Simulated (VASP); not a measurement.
# AlCo3 (P4/mmm) in VASP: single point with r2SCAN

Aim: the single point of AlCo3 with r2SCAN.

Everything below comes from runs of VASP 6.6.1. Logs are shortened: lines on timing, memory, paths and dates and some standing lists are left out, and cuts for length are marked.

## Step 1: Starting point

The structure is tetragonal, space group P4/mmm (No. 123). The conventional cell has a = 3.556 Å, b = 3.556 Å, c = 3.409 Å, α = 90.00°, β = 90.00°, γ = 90.00°. Around Al (site symmetry 4/mmm) lie 12 Co at 2.46 to 2.51 Å. Co (site symmetry 4/mmm) has 8 Co at 2.46 Å and 4 Al at 2.51 Å as nearest neighbours. Co (site symmetry mmm) is surrounded by 4 Al at 2.46 Å and 8 Co at 2.46 to 2.51 Å.

The cell was built by a generator and needn't be a form met in nature.

## Step 2: Single point, r2SCAN

Input file POSCAR:

```
AlCo3
1.0
    3.5558080000      0.0000000000      0.0000000000
    0.0000000000      3.5558080000      0.0000000000
    0.0000000000      0.0000000000      3.4091760000
Al Co
1 3
Direct
    0.0000000000      0.0000000000      0.0000000000
    0.5000000000      0.5000000000      0.0000000000
    0.0000000000      0.5000000000      0.5000000000
    0.5000000000      0.0000000000      0.5000000000
```

Input file INCAR.step1:

```
ALGO = Normal
EDIFF = 1E-4
ENCUT = 520
GGA = PE
ISMEAR = -5
LASPH = True
LCHARG = False
LMAXMIX = 4
LREAL = False
LWAVE = True
NELM = 100
PREC = Accurate
SIGMA = 0.1
```

Input file INCAR.step2:

```
ALGO = Normal
EDIFF = 1E-6
ENCUT = 520
ISIF = 2
ISMEAR = -1
ISTART = 1
LASPH = True
LCHARG = False
LMAXMIX = 4
LMIXTAU = True
LORBIT = 11
LREAL = False
LWAVE = False
METAGGA = R2SCAN
NELM = 100
PREC = Accurate
SIGMA = 0.1
```

Input file KPOINTS:

```
k-points
0
Gamma
  9 9 10
```

Potentials or basis: VASP PAW PBE potentials, release 64 (Al, Co).

Launch:

```sh
> cat potpaw_PBE.64/Al/POTCAR potpaw_PBE.64/Co/POTCAR > POTCAR
> cp INCAR.step1 INCAR
> mpirun -np 1 vasp_std > vasp.out
> cp INCAR.step2 INCAR
> mpirun -np 1 vasp_std > vasp.out
```

OUTCAR:

```text
EDIFF = 1E-6
   ENCUT = 520
   ISIF = 2
   ISMEAR = -1
   ISTART = 1
   LASPH = True
   LORBIT = 11
   LREAL = False
   METAGGA = R2SCAN
   NELM = 100
   PREC = Accurate

 ion  position               nearest neighbor table
   1  0.000  0.000  0.000-   3 2.46   4 2.46   3 2.46   4 2.46   3 2.46   3 2.46   4 2.46   4 2.46
                             2 2.51   2 2.51   2 2.51   2 2.51
   2  0.500  0.500  0.000-   3 2.46   4 2.46   3 2.46   4 2.46   4 2.46   4 2.46   3 2.46   3 2.46
                             1 2.51   1 2.51   1 2.51   1 2.51
   3  0.000  0.500  0.500-   1 2.46   2 2.46   1 2.46   2 2.46   1 2.46   1 2.46   2 2.46   2 2.46
                             4 2.51   4 2.51   4 2.51   4 2.51
   4  0.500  0.000  0.500-   1 2.46   2 2.46   1 2.46   2 2.46   2 2.46   2 2.46   1 2.46   1 2.46
                             3 2.51   3 2.51   3 2.51   3 2.51

  LATTYP: Found a simple tetragonal cell.
 ALAT       =     3.5558080000
 C/A-ratio  =     0.9587626778

  Lattice vectors:

 A1 = (   3.5558080000,   0.0000000000,   0.0000000000)
 A2 = (   0.0000000000,   3.5558080000,   0.0000000000)
 A3 = (   0.0000000000,   0.0000000000,   3.4091760000)

Analysis of symmetry for initial positions (statically):
=====================================================================
 Subroutine PRICEL returns:
 Original cell was already a primitive cell.

 Routine SETGRP: Setting up the symmetry group for a
 simple tetragonal supercell.

 Subroutine GETGRP returns: Found 16 space group operations
 (whereof 16 operations were pure point group operations)
 out of a pool of 16 trial point group operations.

The static configuration has the point symmetry D_4h.

Analysis of symmetry for dynamics (positions and initial velocities):
=====================================================================
 Subroutine PRICEL returns:
 Original cell was already a primitive cell.

 Routine SETGRP: Setting up the symmetry group for a
 simple tetragonal supercell.

 Subroutine GETGRP returns: Found 16 space group operations
 (whereof 16 operations were pure point group operations)
 out of a pool of 16 trial point group operations.

The dynamic configuration has the point symmetry D_4h.

 Subroutine INISYM returns: Found 16 space group operations
 (whereof 16 operations are pure point group operations),
 and found     1 'primitive' translations

----------------------------------------------------------------------------------------

                                     Primitive cell

  volume of cell :      43.1048

  direct lattice vectors                    reciprocal lattice vectors
     3.555808000  0.000000000  0.000000000     0.281230033  0.000000000  0.000000000
     0.000000000  3.555808000  0.000000000     0.000000000  0.281230033  0.000000000
     0.000000000  0.000000000  3.409176000     0.000000000  0.000000000  0.293326012

  length of vectors
     3.555808000  3.555808000  3.409176000     0.281230033  0.281230033  0.293326012

  position of ions in fractional coordinates (direct lattice)
     0.000000000  0.000000000  0.000000000
     0.500000000  0.500000000  0.000000000
     0.000000000  0.500000000  0.500000000
     0.500000000  0.000000000  0.500000000

  ion indices of the primitive-cell ions
   primitive index   ion index
                 1           1
                 2           2
                 3           3
                 4           4

----------------------------------------------------------------------------------------

 KPOINTS: k-points

Automatic generation of k-mesh.
 Grid dimensions read from file:
 generate k-points for:    9    9   10

 Generating k-lattice:

  Cartesian coordinates                     Fractional coordinates (reciprocal lattice)
     0.031247781  0.000000000  0.000000000     0.111111111  0.000000000  0.000000000
     0.000000000  0.031247781  0.000000000     0.000000000  0.111111111  0.000000000
     0.000000000  0.000000000  0.029332601     0.000000000  0.000000000  0.100000000

  Length of vectors
     0.031247781  0.031247781  0.029332601

  Shift w.r.t. Gamma in fractional coordinates (k-lattice)
     0.000000000  0.000000000  0.000000000

 Subroutine IBZKPT returns following result:
 ===========================================

 Found     90 irreducible k-points:

 Following reciprocal coordinates:
            Coordinates               Weight
  0.000000  0.000000  0.000000      1.000000
  0.111111  0.000000  0.000000      4.000000
  0.222222  0.000000  0.000000      4.000000
  0.333333  0.000000  0.000000      4.000000
  0.444444  0.000000  0.000000      4.000000
  0.111111  0.111111  0.000000      4.000000
[... 16 lines left out ...]
  0.333333  0.111111  0.100000     16.000000
  0.444444  0.111111  0.100000     16.000000
 [... further k-points ...]
   k-points           NKPTS =     90   k-points in BZ     NKDIM =     90   number of bands    NBANDS=     19
   number of dos      NEDOS =    301   number of ions     NIONS =      4
   total plane-waves  NPLWV =  21952
   dimension x,y,z NGX =    28 NGY =   28 NGZ =   28
   dimension x,y,z NGXF=    56 NGYF=   56 NGZF=   56
   ions per type =               1   3
   NGX,Y,Z   is equivalent  to a cutoff of  13.09, 13.09, 13.65 a.u.
   NGXF,Y,Z  is equivalent  to a cutoff of  26.18, 26.18, 27.31 a.u.
 SYSTEM =  unknown system
   PREC   = accura    normal or accurate (medium, high low for compatibility)
   ISTART =      1    job   : 0-new  1-cont  2-samecut
   ICHARG =      0    charge: 1-file 2-atom 10-const
   ISPIN  =      1    spin polarized calculation?
   LNONCOLLINEAR =      F non collinear calculations
   LSORBIT =      F    spin-orbit coupling
   LASPH  =      T    aspherical Exc in radial PAW
   ENCUT  =  520.0 eV  38.22 Ry    6.18 a.u.   6.61  6.61  6.34*2*pi/ulx,y,z
   NELM   =    100;   NELMIN=  2; NELMDL=  0     # of ELM steps
   EDIFF  = 0.1E-05   stopping-criterion for ELM
   LREAL  =      F    real-space projection
   EDIFFG = 0.1E-04   stopping-criterion for IOM
   NSW    =      0    number of steps for IOM
   IBRION =     -1    ionic relax: 0-MD 1-quasi-New 2-CG
   NFREE  =      0    steps in history (QN), initial steepest desc. (CG)
   ISIF   =      2    stress and relaxation
   ISYM   =      2    0-nonsym 1-usesym 2-fastsym
   POTIM  = 0.5000    time-step for ionic-motion
   TEBEG  =    0.0;   TEEND  =   0.0 temperature during run
   PSTRESS=    0.0 pullay stress
   NELECT =      30.0000    total number of electrons
   NUPDOWN=      -1.0000    fix difference up-down
   EMIN   =  10.00;   EMAX   =-10.00  energy-range for DOS
   EFERMI =   0.00;   METHOD = LEGACY
   ISMEAR =    -1;   SIGMA  =   0.10  broadening in eV -4-tet -1-fermi 0-gaus
   EFERMI_NEDOS =   21; number of points for ismear=-14 and -15
   IALGO  =     38    algorithm
   IMIX   =      4    mixing-type and parameters
     AMIX     =   0.40;   BMIX     =  1.00
     AMIX_MAG =   1.60;   BMIX_MAG =  1.00
  volume/ion in A,a.u.               =      10.78        72.72
  Fermi-wavevector in a.u.,A,eV,Ry     =   1.450797  2.741608 28.637695  2.104811
  Thomas-Fermi vector in A             =   2.568368
   LORBIT       =     11    0 simple, 1 ext, 2 COOP (PROOUT), +10 PAW based schemes
   METAGGA = R2SCAN    functional components
   LHFCALC =     F    Hartree Fock is set to
   AEXX    =    0.0000 exact exchange contribution
   IVDW    =     0    specifies the selected vdW correction
   LEPSILON=     F    determine dielectric tensor
   LRPA    =     F    only Hartree local field effects (RPA)
 non-spin polarized calculation
  energy-cutoff  :      520.00
  volume of cell :       43.10
 maximum number of plane-waves:      1180
 NGX is ok and might be reduce to    28

 number of electron      30.0000010 magnetization

 Free energy of the ion-electron system (eV)
  ---------------------------------------------------
  ext. energy  EPLUGINS =         0.00000000
  ---------------------------------------------------
  free energy    TOTEN  =       -46.26703503 eV

  energy without entropy =      -46.06405671  energy(sigma->0) =      -46.16554587

 E-fermi :  10.4142     XC(G=0): -14.1599

 val. band max:       10.4140317464   @ k =   0.1111   0.1111   0.0000
 cond. band min:      10.4148062850   @ k =   0.4444   0.2222   0.4000
 fundamental gap:      0.0007745386
 Fermi energy:        10.4141548374

 k-point     1 :       0.0000    0.0000    0.0000
  band No.  band energies     occupation
      1      -0.1421      2.00000
      2       5.6818      2.00000
      3       6.6255      2.00000
      4       6.7084      2.00000
      5       7.1428      2.00000
      6       7.1893      2.00000
[... 11 lines left out ...]
     18      11.3916      0.00011
     19      12.2583      0.00000

 k-point     2 :       0.1111    0.0000    0.0000
  band No.  band energies     occupation
      1       0.0181      2.00000
      2       5.7335      2.00000
      3       6.5240      2.00000
      4       6.8019      2.00000
      5       7.1616      2.00000
      6       7.2264      2.00000
[... 11 lines left out ...]
     18      12.0913      0.00000
     19      12.8518      0.00000

 k-point     3 :       0.2222    0.0000    0.0000
  band No.  band energies     occupation
      1       0.4908      2.00000
      2       5.6579      2.00000
      3       6.2920      2.00000
      4       7.1084      2.00000
      5       7.2114      2.00000
      6       7.3283      2.00000
[... 434 lines left out ...]
      1       1.5240      2.00000
      2       5.0288      2.00000
      3       6.5361      2.00000
      4       7.1028      2.00000
      5       7.3412      2.00000
      6       7.6279      2.00000
[... 11 lines left out ...]
     18      13.8166      0.00000
     19      14.5659      0.00000

 k-point    24 :       0.4444    0.1111    0.1000
  band No.  band energies     occupation
      1       2.4399      2.00000
      2       3.9393      2.00000
      3       6.7750      2.00000
      4       7.0950      2.00000
      5       7.4711      2.00000
      6       7.7227      2.00000
[... 11 lines left out ...]
     18      14.8213      0.00000
     19      15.5105      0.00000

 [... further k-points ...]

------------------------ aborting loop because EDIFF is reached ----------------------------------------

  FORCE on cell =-STRESS in cart. coord.  units (eV):
  Direction    XX          YY          ZZ          XY          YZ          ZX
  --------------------------------------------------------------------------------------
  -------------------------------------------------------------------------------------
  Total       -0.5717275     -0.5717275     -0.0198343      0.0000000     -0.0000000      0.0000000
  in kB      -21.2507212    -21.2507212     -0.7372274      0.0000000     -0.0000000      0.0000000
  external PRESSURE =     -14.4128899 kB  Pullay stress =       0.0000000 kB

 VOLUME and BASIS-vectors are now :
 -----------------------------------------------------------------------------
  energy-cutoff  :      520.00
  volume of cell :       43.10
      direct lattice vectors                 reciprocal lattice vectors
     3.555808000  0.000000000  0.000000000     0.281230033  0.000000000  0.000000000
     0.000000000  3.555808000  0.000000000     0.000000000  0.281230033  0.000000000
     0.000000000  0.000000000  3.409176000     0.000000000  0.000000000  0.293326012

 POSITION                                       TOTAL-FORCE (eV/Angst)
 -----------------------------------------------------------------------------------
      0.00000      0.00000      0.00000         0.000000      0.000000      0.000000
      1.77790      1.77790      0.00000         0.000000      0.000000      0.000000
      0.00000      1.77790      1.70459         0.000000      0.000000      0.000000
      1.77790      0.00000      1.70459         0.000000      0.000000      0.000000
 -----------------------------------------------------------------------------------
    total drift:                                0.000000      0.000000      0.000000

  FREE ENERGIE OF THE ION-ELECTRON SYSTEM (eV)
  ---------------------------------------------------
  free  energy   TOTEN  =       -46.2670350342 eV

  energy  without entropy=      -46.0640567136  energy(sigma->0) =      -46.16554587

 total charge

# of ion       s       p       d       tot
------------------------------------------
    1        0.409   0.450   0.000   0.860
    2        0.518   0.572   7.365   8.455
    3        0.514   0.571   7.386   8.472
    4        0.514   0.571   7.386   8.472
--------------------------------------------------
tot          1.955   2.165  22.137  26.258
```

It took 3 min on 1 thread of Intel Xeon Platinum 8488C (Sapphire Rapids), shared host; peak memory 0.2 GiB.

Results:

```yaml
Free_energy: -46.2670 eV
Pressure: -1.4 GPa
Band_gap_on_the_k_mesh: none (metal or under the smearing width)
Valence_electrons_inside_the_program's_atomic_spheres: Al 0.86; Co 8.46, 8.47
```

Caveat: the PAW data sets were made with another functional, which shifts forces and pressure a little. Spin polarisation is off, so any magnetic state and its effect on volume and gap are missing.
